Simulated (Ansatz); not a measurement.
Wanted: the native input for an Ansatz 0.2.0 run.

| Property | Result |
| --- | --- |
| Task | single point |
| Functional | PBE |
| Potentials or basis | Ansatz PAW |
| Cutoff | 420 eV (not typed: the program's choice for these potentials) |
| k mesh | 3 × 3 × 3 |
| Occupations | fermi-dirac, width 0.05 eV |
| Spin | no spin polarisation |

Crystal: Si3N4.

```
Si N
1.0
     4.13078    0.00000    0.00000
     0.00000    4.13078    0.00000
     0.00000    0.00000    4.13078
Si N
3 4
Direct
  0.00000 0.00000 0.50000
  0.50000 0.00000 0.00000
  0.00000 0.50000 0.00000
  0.23952 0.23952 0.76048
  0.76048 0.76048 0.76048
  0.23952 0.76048 0.23952
  0.76048 0.23952 0.23952
```

The cell was built by a generator and needn't be a form met in nature.

The input as run:

input.yaml

```yaml
crystal:
  lattice:
    - [4.13078, 0.0, 0.0]
    - [0.0, 4.13078, 0.0]
    - [0.0, 0.0, 4.13078]
  atoms:
    - { symbol: Si, position: [0.0, 0.0, 0.5] }
    - { symbol: Si, position: [0.5, 0.0, 0.0] }
    - { symbol: Si, position: [0.0, 0.5, 0.0] }
    - { symbol: "N", position: [0.23952, 0.23952, 0.76048] }
    - { symbol: "N", position: [0.76048, 0.76048, 0.76048] }
    - { symbol: "N", position: [0.23952, 0.76048, 0.23952] }
    - { symbol: "N", position: [0.76048, 0.23952, 0.23952] }
hamiltonian:
  xc: pbe
  pseudopotentials: { kind: paw }
kpoints:
  mp_grid: { grid: [3, 3, 3] }
scf:
  occupations: { method: fermi_dirac, width: 0.05 }
output:
  forces: true
  stress: true
  eigenvalues: true
```

Potentials or basis: Ansatz PAW.

The run is started by

```bash
$ ansatz run input.yaml --threads 4 --pin off --max-ram 11264MiB --backend cpu --events-out ev --progress --plain --runs-dir out
```

Results of the run:

The pressure is 0.0 GPa and the largest force is 0.008 eV/Å. The band gap on the k mesh is 2.84 eV, indirect (least direct gap 2.93 eV).

Caveat: the k mesh is coarse (spacing up to 0.51 Å⁻¹), so the values aren't converged; odd divisions of the mesh miss points on the zone boundary, where band edges often lie, so the gap on the mesh can be too wide; the pressure holds a Pulay correction of +0.5 GPa for the finite cutoff.

It took 0.4 s on 4 threads of Arm Neoverse V1, with other jobs on the host, peak memory 0.29 GiB.
